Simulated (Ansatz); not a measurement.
# MnS (F-43m) in Ansatz: single point with PBE

Aim: the single point of MnS with PBE.

All numbers are computed with Ansatz 0.2.0; they aren't measurements. Logs are shortened: lines on timing, memory, paths and dates and some standing lists are left out, and cuts for length are marked.

## Step 1: The crystal as given

The structure is cubic, space group F-43m (No. 216). Conventional cell: a = 4.947 Å, b = 4.947 Å, c = 4.947 Å, α = 90.00°, β = 90.00°, γ = 90.00°. Mn (site symmetry -43m) is surrounded by 4 S at 2.14 Å. S (site symmetry -43m) has 4 Mn at 2.14 Å as nearest neighbours.

The cell is a database's computed one.

## Step 2: Single point, PBE, collinear spin, ferromagnetic start

Contents of input.yaml:

```yaml
crystal:
  lattice:
    - [0.0, 2.4734634191, 2.4734634191]
    - [2.4734634191, 0.0, 2.4734634191]
    - [2.4734634191, 2.4734634191, 0.0]
  atoms:
    - { symbol: Mn, position: [0.0, 0.0, 0.0], spin: 4.0 }
    - { symbol: S, position: [0.75, 0.75, 0.75] }
hamiltonian:
  xc: pbe
  pseudopotentials: { kind: paw }
magnetization:
  spin_polarized: true
kpoints:
  mp_grid: { grid: [4, 4, 4] }
scf:
  occupations: { method: fermi_dirac, width: 0.05 }
output:
  forces: true
  stress: true
  eigenvalues: true
```

Potentials or basis: Ansatz PAW.

Run with:

```
$ ansatz run input.yaml --threads 2 --pin off --max-ram 5120MiB --backend cpu --events-out ev --progress --plain --runs-dir out
```

The program printed:

```text
Warning: RAYON_NUM_THREADS=2 ignored (pool sized by the plan → 2); use --threads N
Engine: ansatz 0.2.0, x86_64-unknown-linux-gnu
Pseudopotentials: kind: paw
Pseudopotential: Mn, paw, valence charge 15, recommended cutoff 420 eV (normal), Mn.paw.azcp
Pseudopotential: S, paw, valence charge 6, recommended cutoff 420 eV (normal), S.paw.azcp
Functional definition: PBE
  parameter kappa = 0.804
  parameter beta = 0.06672455060314922
  exchange = pbe_x(kappa = kappa, mu = beta*pi^2/3)
  correlation = pbe_c(beta = beta)
Crystal: 2 atoms, lattice volume = 30.265 Å³
Basis set: ecut = 420 eV, 609 PW (Γ), exchange–correlation on 48×48×48 points (8 copies of the dense FFT grid, shifted against one another)
Bands: 17, of which v1, the nominal top of the filled ones, is band 11 counted from 1 (10 counted from 0)
Symmetry: 24 space group operations
Space group: F-43m (ITA 216), of the structure as read, at distance tolerance 3.1e-5 Å
Magnetic group: BNS 216.74 (UNI 1576), of the structure as read, at distance tolerance 3.1e-5 Å
k-points: 8 of 64 (time reversal used)
Non-local potential: Mn, projectors of the file, l = 0: 3, l = 1: 2, l = 2: 3, l = 3: 1
Non-local potential: S, projectors of the file, l = 0: 2, l = 1: 2, l = 2: 2
PAW form: soft (Blöchl's): semilocal exchange-correlation on the pseudo side does not see the compensation charge
PAW one-centre angular grid: Mn, 590 points (default); XC on 64 Gauss nodes
PAW one-centre angular grid: S, 110 points (default); XC on 64 Gauss nodes
Initial density: superposition of atomic densities (chi_scale 0.1, normalization cell, long waves kept (reshape's long-wave potential 0.00 eV rms))
Starting moments: Σ|m| = 4 μB on 1 of 2 sites
Initial wavefunctions: pseudopotential atomic-orbital guess
Functional: x = pbe(κ = 0.804, μ = 0.2195149727645171), c = pbe(β = 0.06672455060314922)
SCF iter   1: F=—  HF=-4799.834915 eV  |F-HF|=—  |Δ(HF+E_count)|=         —  Δρ=6.30e-2 (↑2.54e-2 ↓6.30e-2)  dr2=1.01e0  dr2_m=4.05e-1  M=3.241 μB ∫|m|=3.288 μB  β_m=0.30  ethr=3.10e-3  ⟨swp⟩=5.1  Hψ=1372  notcnv=0
Mixer restart at iter 1: flushing history
preconditioner: auto → none  [insulator: Δε(μ)=0.169 eV  Ē_g=10.779 eV  σ=0.050 eV  W_gap=0.68  n_scr=14 (ndim 8)  ℏωp=24.3 eV  f_vac=0.000  D(μ)=1.72/eV (n_scr^D=14)  ε∞_Penn≈6.1]
[... 9 lines left out ...]
SCF iter  10: F=—  HF=-4801.480502 eV  |F-HF|=—  |Δ(HF+E_count)|=   6.43e-3  Δρ=4.67e-3 (↑4.67e-3 ↓3.27e-3)  dr2=3.89e-4  dr2_m=4.33e-3  M=0.180 μB ∫|m|=0.224 μB  β_m=0.87  ethr=7.38e-6  ⟨swp⟩=2.0  Hψ=473  notcnv=0  defer=21
SCF iter  11: F=—  HF=-4801.480617 eV  |F-HF|=—  |Δ(HF+E_count)|=   1.16e-4  Δρ=3.58e-3 (↑3.58e-3 ↓2.93e-3)  dr2=1.21e-4  dr2_m=2.90e-3  M=0.171 μB ∫|m|=0.210 μB  β_m=0.85  ethr=1.85e-6  ⟨swp⟩=2.1  Hψ=421  notcnv=0  defer=21
SCF iter  12: F=—  HF=-4801.480341 eV  |F-HF|=—  |Δ(HF+E_count)|=   2.76e-4  Δρ=1.02e-3 (↑1.02e-3 ↓9.87e-4)  dr2=3.05e-6  dr2_m=2.77e-4  M=0.173 μB ∫|m|=0.211 μB  β_m=0.83  ethr=5.74e-7  ⟨swp⟩=2.2  Hψ=426  notcnv=0  defer=21
SCF iter  13: F=—  HF=-4801.480318 eV  |F-HF|=—  |Δ(HF+E_count)|=   2.28e-5  Δρ=2.36e-4 (↑2.32e-4 ↓2.36e-4)  dr2=2.73e-7  dr2_m=1.49e-5  M=0.177 μB ∫|m|=0.216 μB  β_m=0.85  ethr=1.45e-8  ⟨swp⟩=2.2  Hψ=455  notcnv=0  defer=21
SCF iter  14: F=—  HF=-4801.480299 eV  |F-HF|=—  |Δ(HF+E_count)|=   1.91e-5  Δρ=2.09e-5 (↑1.22e-5 ↓2.09e-5)  dr2=3.10e-8  dr2_m=7.40e-8  M=0.176 μB ∫|m|=0.214 μB  β_m=0.93  ethr=1.30e-9  ⟨swp⟩=2.1  Hψ=447  notcnv=0  defer=21
SCF iter  15: F=—  HF=-4801.480299 eV  |F-HF|=—  |Δ(HF+E_count)|=   1.73e-9  Δρ=1.13e-5 (↑9.44e-6 ↓1.13e-5)  dr2=3.00e-9  dr2_m=2.87e-8  M=0.176 μB ∫|m|=0.214 μB  β_m=0.89  ethr=1.48e-10  ⟨swp⟩=2.2  Hψ=373  notcnv=0  defer=21
SCF iter  16: F=—  HF=-4801.480299 eV  |F-HF|=—  |Δ(HF+E_count)|=   1.02e-9  Δρ=6.58e-6 (↑4.75e-6 ↓6.58e-6)  dr2=1.51e-9  dr2_m=8.69e-9  M=0.176 μB ∫|m|=0.214 μB  β_m=0.94  ethr=1.43e-11  ⟨swp⟩=2.2  Hψ=349  notcnv=0  defer=21
SCF iter  17: F=—  HF=-4801.480299 eV  |F-HF|=—  |Δ(HF+E_count)|=  2.03e-10  Δρ=1.39e-6 (↑1.39e-6 ↓1.26e-6)  dr2=2.73e-11  dr2_m=4.64e-10  M=0.176 μB ∫|m|=0.214 μB  β_m=0.85  ethr=7.21e-12  ⟨swp⟩=2.2  Hψ=385  notcnv=0  defer=21
SCF iter  18: F=-4801.480299 eV  HF=-4801.480299 eV  |F-HF|=9.46e-11  |Δ(HF+E_count)|=  5.37e-11  Δρ=4.07e-7 (↑1.85e-7 ↓4.07e-7)  dr2=1.08e-10  dr2_m=4.78e-12  M=0.176 μB ∫|m|=0.214 μB  ethr=1.00e-12  ⟨swp⟩=4.7  Hψ=1061  notcnv=0
SCF 1 converged in 18 iterations: F = -4801.480299 eV  dr2 = 1.08e-10
SCF converged after 18 iterations
Magnetization: 0.1756 μB (10.5878 up, 10.4122 down)
Absolute magnetization: 0.2171 μB (∫|ρ↑−ρ↓|, with the PAW one-centre terms)
Spin contamination: 0.0062 ħ² per cell (⟨S²⟩ above its minimum at these occupations)
Per-site moments (μB) at R_I (Å): [(0.16574914559998488, 0.8836088894622478), (-0.005094406368190052, 0.8836088894622478)]
Free energy (F): -4801.480299 eV
Harris-Foulkes:  -4801.480299 eV  (|F-HF|=9.46e-11)
Internal energy: -4801.469097 eV  (E = F + TS)
E sigma→0 (E₀):  -4801.474698 eV
Entropy (-TS):   -0.011202 eV (-5.601 meV/atom)
Fermi energy:    11.677540 eV
--- Per-component energies (eV) ---
  E_band       = -259.424204
  E_kinetic    = 421.031510
  E_local      = -2443.809952  (includes V_loc(G=0)·N_el)
  E_nonlocal   = 269.329664
  E_hartree    = 1017.569383
  E_xc         = -212.914631
  E_vxc        = -235.929375  (∫ρ·V_xc dr)
  E_paw        = -1900.969603  (= ΣΔE_a)
  E_vpaw       = -305.184207  (= ΣTr[D̂ρ^β])
  E_aug_tail   = -0.000008  (compensation charges beyond the density's cutoff)
  E_ewald      = -1951.705460
  E_smearing   = -0.011202  (= −TS)
  E_closure    = -0.000000  (closes the sum)
  Σ components = -4801.480299   (vs F -4801.480299, Δ=0.00e0)
--- Forces (eV/Å), atoms counted from 1 ---
  atom   1  Mn     0.00000000    -0.00000000     0.00000000
  atom   2  S     -0.00000000    -0.00000000     0.00000000
  max |Σ_I F_I| component: 1.76e-16 eV/Å
--- Stress (GPa, compression-positive) ---
        2.945713       0.000000       0.000000
        0.000000       2.945713      -0.000000
        0.000000      -0.000000       2.945713
  P = ⅓ Tr σ = 2.9457 GPa (29.457 kbar)
--- Band table (eV; the first three rows and the last of 16) ---
  k-point 0 ↑: bands = ["-67.1961", "-36.0047", "-36.0047", "-36.0047", "-3.5684", "7.0279", "7.0279", "7.0279", "10.8461", "10.8461", "15.4449", "15.4449", "15.4449", "15.5176", "19.5403", "19.5403", "19.5403"]
  k-point 1 ↑: bands = ["-67.1953", "-36.0178", "-36.0068", "-36.0068", "-2.9865", "6.0286", "7.1940", "7.1940", "10.8094", "10.8094", "13.0304", "14.6667", "14.6667", "17.1967", "19.8114", "20.3289", "20.3289"]
  k-point 2 ↑: bands = ["-67.1944", "-36.0309", "-36.0088", "-36.0088", "-2.2849", "5.0863", "7.3045", "7.3045", "11.1240", "11.1240", "11.4206", "13.6607", "13.6607", "17.2059", "20.2500", "20.2500", "21.7268"]
  k-point 7 ↓: bands = ["-67.0091", "-35.8448", "-35.8389", "-35.8337", "-1.8607", "5.9207", "6.4417", "7.5475", "9.9739", "10.8701", "11.7975", "12.3084", "13.2106", "18.8073", "21.0568", "21.1345", "21.3180"]
```

Wall time 1.3 s (2 threads of AMD EPYC 7B13 (Zen 3), shared host); peak memory 0.34 GiB.

What came out:

| Quantity | Value |
| --- | --- |
| Free energy | -4801.4803 eV |
| Pressure | 2.9 GPa |
| Band gap on the k mesh | none (metal or under the smearing width) |
| Net moment | 0.18 μB per cell |
| Absolute moment | 0.22 μB per cell |
| Site moments | Mn +0.17; S -0.01 μB |

Levels at points of the mesh, in eV from the Fermi level:
Spin up:
| k point | band 7 | band 8 | band 9 | band 10 | band 11 | band 12 | band 13 | band 14 |
| --- | --- | --- | --- | --- | --- | --- | --- | --- |
| (0.00, 0.00, 0.00) | -4.65 | -4.65 | -0.83 | -0.83 | 3.77 | 3.77 | 3.77 | 3.84 |
| (0.00, 0.00, -0.50) | -4.37 | -4.37 | -0.55 | -0.55 | -0.26 | 1.98 | 1.98 | 5.53 |
| (0.00, -0.50, -0.50) | -4.00 | -4.00 | -1.65 | -0.23 | -0.17 | 0.32 | 0.32 | 5.58 |
Spin down:
| k point | band 7 | band 8 | band 9 | band 10 | band 11 | band 12 | band 13 | band 14 |
| --- | --- | --- | --- | --- | --- | --- | --- | --- |
| (0.00, 0.00, 0.00) | -4.63 | -4.63 | -0.55 | -0.55 | 3.80 | 3.80 | 3.80 | 3.83 |
| (0.00, 0.00, -0.50) | -4.34 | -4.34 | -0.31 | -0.31 | -0.20 | 2.04 | 2.04 | 5.54 |
| (0.00, -0.50, -0.50) | -3.99 | -3.99 | -1.63 | 0.00 | 0.14 | 0.37 | 0.37 | 5.61 |

Caveat: the k mesh is coarse (spacing up to 0.55 Å⁻¹), so the values aren't converged; the moment fell far below its start of 4 μB, so a state of higher moment may lie lower in energy; semilocal functionals often make such compounds metallic where correlation or magnetic order opens a gap, which also shifts bond lengths; the starting moments weren't kept. With open d or f shells a metallic result of PBE can be an artefact of self-interaction; +U or a hybrid may open a gap.
